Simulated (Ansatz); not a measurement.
A (100) slab of C (P6_3/mmc (No. 194)), 12 planes, outer planes C (top) and C (bottom), with 24 atoms (C24) in a surface cell of A = 10.397 Å², as cut from the bulk:

```xyz
24
Lattice="2.4988 0.0000 0.0000 0.0000 4.1608 0.0000 0.0000 0.0000 26.5415" Properties=species:S:1:pos:R:3 pbc="T T T"
C     0.0000    3.8995    7.5000
C     0.0000    2.3417    7.5000
C     1.2494    1.8191    8.2213
C     1.2494    0.2613    8.2213
C     1.2494    3.8995    9.6640
C     1.2494    2.3417    9.6640
C     0.0000    1.8191   10.3854
C     0.0000    0.2613   10.3854
C     0.0000    3.8995   11.8281
C     0.0000    2.3417   11.8281
C     1.2494    1.8191   12.5494
C     1.2494    0.2613   12.5494
C     1.2494    3.8995   13.9921
C     1.2494    2.3417   13.9921
C     0.0000    1.8191   14.7135
C     0.0000    0.2613   14.7135
C     0.0000    3.8995   16.1561
C     0.0000    2.3417   16.1561
C     1.2494    1.8191   16.8775
C     1.2494    0.2613   16.8775
C     1.2494    3.8995   18.3202
C     1.2494    2.3417   18.3202
C     0.0000    1.8191   19.0415
C     0.0000    0.2613   19.0415
```

Theory: DFT PBEsol, scalar-relativistic, plane waves, PAW (Ansatz). Cutoff 420 eV; k points 11×7×1 on the computed 24-atom cell (Γ-centred); Gaussian smearing, width 0.05 eV; no spin polarisation.

Against the same 24 atoms in the bulk, the slab as cut lies 6.418 eV higher and the relaxed slab 3.558 eV higher.

(1) Work out the surface energy before and after relaxation.

(2) What is the ideal work of this cut, per area?

Results:

(1) The slab has two faces, so γ = (E_slab − N·E_bulk)/(2A), the mean of both. As cut: 6.418/(2 × 10.397) = 0.3086 eV/Å², and 1 eV/Å² = 16.02 J/m², so γ = 4.94 J/m². Relaxed: 3.558/(2 × 10.397) = 0.1711 eV/Å² = 2.74 J/m². Relaxation recovers 45 % of the cost of cutting.

(2) Griffith's ideal work is 2γ: 9.89 J/m² if the new faces stay rigid, 5.48 J/m² if they relax. Other cuts parallel to this plane can cost less. One thickness was run, 12 planes, so γ can still shift with it.